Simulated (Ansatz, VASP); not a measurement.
**One calculation of InP, two programs**

```
CELL_PARAMETERS angstrom
2.85539 2.85539 0.00000
-2.85539 2.85539 0.00000
0.00000 2.85539 2.97766
ATOMIC_POSITIONS crystal
In 0.00000 0.00000 0.00000
P 0.75000 0.25000 0.50000
```

Change from the starting cell: in-plane strain -0.02, out-of-plane length and atoms relaxed by PAW.

Alike in both runs: functional LDA; k mesh 8 × 8 × 8; no spin polarisation.

Ansatz relaxed the structure, and its values are those at the end. VASP's run is a single point on that final structure, the one shown.

|  | VASP | Ansatz |
| --- | --- | --- |
| version | VASP 6.6.1 | Ansatz 0.2.0 |
| potentials or method | VASP PAW LDA potentials, release 64 (In_d, P) | PAW with Ansatz's default frozen-core files, scalar-relativistic |
| plane-wave cutoff (eV) | 520 | 420 |
| occupations | gaussian, width 0.01 eV | fixed |
| valence electrons in the cell | 18 | 18 |

|  | VASP | Ansatz | Ansatz less VASP |
| --- | --- | --- | --- |
| pressure (GPa) | 1.3 | 1.3 | -0.02 |
